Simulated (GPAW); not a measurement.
A run of GPAW 26.7.0:

Contents of run.py:

```python
import numpy as np
from ase.dft.bandgap import bandgap
from ase.io import write
from ase.spacegroup import crystal
from gpaw import GPAW, PW
from gpaw.xc import parametrizedxc

class ScaledMGGA(parametrizedxc.ParametrizedKernel):
    """Weighted sum of Libxc meta-GGA parts, named like '0.75_MGGA_X_..+1.0_MGGA_C_..'."""
    def __init__(self, name):
        super().__init__(name)
        self.type = 'MGGA'

    def calculate(self, e_g, n_sg, dedn_sg, sigma_xg, dedsigma_xg, tau_sg, dedtau_sg):
        e_g[:] = dedsigma_xg[:] = dedtau_sg[:] = 0.0
        for kernel, c in zip(self.kernels, self.coefs):
            e, v, s, t = [np.zeros_like(x) for x in [e_g, dedn_sg, dedsigma_xg, dedtau_sg]]
            kernel.calculate(e, n_sg, v, sigma_xg, s, tau_sg, t)
            e_g += c * e
            dedn_sg += c * v
            dedsigma_xg += c * s
            dedtau_sg += c * t

parametrizedxc.ParametrizedKernel = ScaledMGGA

# In 4a
# P 4c
atoms = crystal(['In', 'P'],
                basis=[[0.0, 0.0, 0.0],
                       [0.25, 0.25, 0.25]],
                spacegroup=216, setting=1,  # F-43m
                cellpar=[5.78178759, 5.78178759, 5.78178759, 90.0, 90.0, 90.0],
                primitive_cell=True)

calc = GPAW(mode=PW(400),
            xc={'name': '0.900_MGGA_X_R2SCAN+1.0_MGGA_C_R2SCAN', 'fraction': 0.1, 'omega': 0.0, 'backend': 'pw'},
            kpts={'size': (4, 4, 4), 'gamma': True},
            occupations={'name': 'fermi-dirac', 'width': 0.001},
            nbands=18,
            convergence={'density': 0.0001},
            maxiter=40,
            txt='gpaw.txt')
atoms.calc = calc
energy = atoms.get_potential_energy()
calc.write('gs.gpw')
write('result.traj', atoms)
print(f'Energy: {energy:.6f} eV')
print('Fermi level:', round(calc.get_fermi_level(), 4), 'eV')
print(f'Gap: {bandgap(calc)[0]:.4f} eV, direct: {bandgap(calc, direct=True)[0]:.4f} eV')
```

Potentials or basis: GPAW PAW data sets (gpaw-data 1.2.1), pw.

The run is started by

```sh
$ OMP_NUM_THREADS=1 python run.py
```

Hardware: 1 thread of Arm Neoverse V1, on a shared host.

**Question.** Estimate the wall time of this run.

**Answer.** It took 23 min on 1 thread of Arm Neoverse V1, with other jobs on the host, peak memory 0.4 GiB. Counts: scf iterations 13, plane waves 893, bands 18, k points 8.
